**Twin vibrations in a stack of diamond bilayers**

Four carbon bilayers, each joined to the next by the same kind of single bond, should vibrate like four equal beads on a ring of equal springs. On such a ring a wave running up the stack has exactly the frequency of the same wave running down. The crystal here, 4H diamond, is such a stack: every carbon atom has four single bonds, and the pattern repeats after four bilayers along the hexagonal axis. Yet in a density-functional calculation the two vibrations built from these waves have different frequencies.

Zone-centre phonons (q row 1 is q = 0) of 4H diamond, computed with GPAW 26.7.0 using RPBE with D4 dispersion and 0.01 Å displacements in the 8-atom cell. PAW data sets gpaw-data 1.2.1, plane-wave cutoff 680 eV, 12×12×4 k mesh, Fermi–Dirac smearing 0.05 eV. Cell and atoms were relaxed first, with an 800 eV cutoff.

| row | phonon q row (row) | phonon frequency (cm⁻¹) |
| --- | --- | --- |
| 1 | 1 | 0.0 |
| 2 | 1 | 0.0 |
| 3 | 1 | 0.0 |
| 4 | 1 | 392.7 |
| 5 | 1 | 392.7 |
| 6 | 1 | 411.9 |
| 7 | 1 | 411.9 |
| 8 | 1 | 537.6 |
| 9 | 1 | 537.6 |
| 10 | 1 | 708.7 |
| 11 | 1 | 719.3 |
| 12 | 1 | 1079.3 |
| 13 | 1 | 1225.2 |
| 14 | 1 | 1225.2 |
| 15 | 1 | 1257.5 |
| 16 | 1 | 1261.1 |
| 17 | 1 | 1261.1 |
| 18 | 1 | 1273.6 |
| 19 | 1 | 1273.6 |
| 20 | 1 | 1304.4 |
| 21 | 1 | 1311.1 |
| 22 | 1 | 1322.9 |
| 23 | 1 | 1322.9 |
| 24 | 1 | 1331.5 |

The phonon frequencies all belong to one wave vector, the zone centre, where every repeat cell moves in the same way. Rows 1–3 are shifts of the whole crystal, which cost no energy. Up to row 12 the levels follow one pattern twice. First come two close levels and a lone one for sideways motion, or shear, and then two close levels and a lone one for motion along the axis, or compression. Each shear level fills two rows because the two sideways directions are equivalent, and this equality is exact. The close levels, called twins here, are not exactly equal, and they are the break to be explained.

**Where the low modes come from**

A solid as stiff as diamond may seem an odd place for vibrations near 400 cm⁻¹. They need no weak bonds. In cubic diamond much the same motions exist as waves that run through the crystal, with neighbouring bilayers moving out of step. Those waves whose length fits a whole number of times into a cell of four bilayers appear at its zone centre. This is called zone folding.

The ring has room for three kinds of wave in each direction of motion. All bilayers may move together, which gives the translations. They may move in the pattern + + − −, a wave four bilayers long, or in the pattern + − + −, a wave two bilayers long. The four-bilayer wave comes in two versions, up and down, while the alternating wave is its own reverse. That is why each family has two twins and one lone level. The assignment rests on this standard argument and on the order and doubling of the levels, not on the atomic motions, which are not listed.

**What splits the twins**

The up and down waves combine into two standing waves, both of the form + + − − but shifted against each other by one bilayer. In each of them every second contact between bilayers is at rest, because the bilayers on either side move together. If each bilayer moves as a rigid unit, the contacts in between carry all the strain. If all contacts were alike, the shift would change nothing and the twins would coincide.

In 4H diamond the contacts are not alike. Seen along the axis, the bonds at the two ends of a linking bond are staggered at one contact and eclipsed at the next, in strict alternation. The relaxed geometry shows the difference directly: the linking bond is 1.534 Å long where staggered and 1.558 Å where eclipsed. One standing wave therefore strains only staggered contacts, and the other only eclipsed ones. The twins differ because they test two different springs.

The break is modest, and larger for shear. The shear twins lie 19 cm⁻¹ apart, or 4.8 % of their mean frequency, while the compression twins differ by only 1.5 %. A plausible reading is that compression stretches the linking bond but also squeezes the bilayers, which are the same in both waves, whereas shear tilts the linking bond and shifts the bonds at one end past those at the other, so that it feels more strongly how the two ends are turned. The frequencies alone do not tell which contact is the stiffer one.

**An estimate without adjustable constants**

The picture can be tested on the lone levels. Let each bilayer be a rigid body of mass $M$, joined to its neighbours by springs $k_s$ (staggered) and $k_e$ (eclipsed) in turn. In a + + − − wave of amplitude $u$ each bilayer has one strained contact, stretched by $2u$. In the + − + − wave both its contacts are stretched by $2u$. The angular frequencies $\omega$ then obey

$$\omega_1^2=\frac{2k_s}{M},\qquad \omega_2^2=\frac{2k_e}{M},\qquad \omega_{\rm lone}^2=\frac{2(k_s+k_e)}{M}=\omega_1^2+\omega_2^2 .$$

The labels 1 and 2 may be exchanged without changing the sum. For shear, the twins give

$$\sqrt{392.7^2+411.9^2}\ \text{cm}^{-1}\approx 569\ \text{cm}^{-1}.$$

The calculation has 537.6 cm⁻¹, so the estimate is 5.9 % too high. The lone level did not enter it. The same step for compression comes out 6.4 % too low, as the output after the text shows. Rigid beads thus place the lone levels roughly right, but the errors are larger than the twin splittings, so the springs should not be read as exact stiffnesses.

**Why the estimate errs in opposite directions**

For shear, the likely reason is a restoring force that reaches past the nearest bilayer. In the + + − − wave, second neighbours move against each other, so such a force adds to the stiffness. In the + − + − wave second neighbours move together, and the force is idle. The twins are then stiffer than nearest contacts alone would make them, and an estimate built on them overshoots. The frequencies do not tell where this force comes from.

For compression, theory points to the bilayers themselves. A bilayer consists of two atomic planes, and when it is squeezed along the axis these planes can move separately. The stack then behaves like a chain of finer beads, closer to a continuous solid, in which halving the wavelength doubles the frequency. For equal rigid bilayers it would rise only by a factor of $\sqrt2$. The lone compression level therefore lies higher than its twins suggest.

**The upper half of the table**

From row 13 on, the two planes of a bilayer should move mainly against each other. Doublets again mean sideways motion and single levels motion along the axis, but the levels crowd so closely that their order alone does not safely match each one to a wave. One break is still plain. Cubic diamond has a threefold level at the top of its zone-centre spectrum, because its three directions are equivalent. Here the highest doublet has no single level at its own frequency; the nearest lies 8.6 cm⁻¹ above it. The stacking has made the axis a special direction.

For telling the two forms apart, the low levels are the clearer sign. Cubic diamond, with two atoms in its smallest cell, has nothing at the zone centre between the translations and that threefold level. The 4H stack has a whole ladder there, though how strongly its steps would show in a measured spectrum is a separate question. To guess where a ladder splits in a similar stack, draw the standing waves and ask which contacts each one strains: twins part when one wave strains a given kind of contact more than the other wave does.

Output of the analysis:

```
number of modes in the table: 24
distinct levels above zero: 14
exact doublets above zero: 7
single levels above zero: 7
staggered axial bond in angstrom: 1.534
eclipsed axial bond in angstrom: 1.558
eclipsed bond longer than staggered in percent: 1.571
splitting of the shear twins in 1/cm: 19.2
splitting of the shear twins in percent of their mean: 4.773
splitting of the compression twins in 1/cm: 10.6
splitting of the compression twins in percent of their mean: 1.485
lone shear mode estimated from its twins in 1/cm: 569.1
miss of the shear estimate in percent of the computed value: 5.859
lone compression mode estimated from its twins in 1/cm: 1010
miss of the compression estimate in percent of the computed value: -6.442
spring contrast in shear within the rigid bilayer picture in percent: 10.02
spring contrast in compression within the rigid bilayer picture in percent: 3.014
top single level above the top doublet in 1/cm: 8.6
next single level below the top doublet in 1/cm: 11.8
```
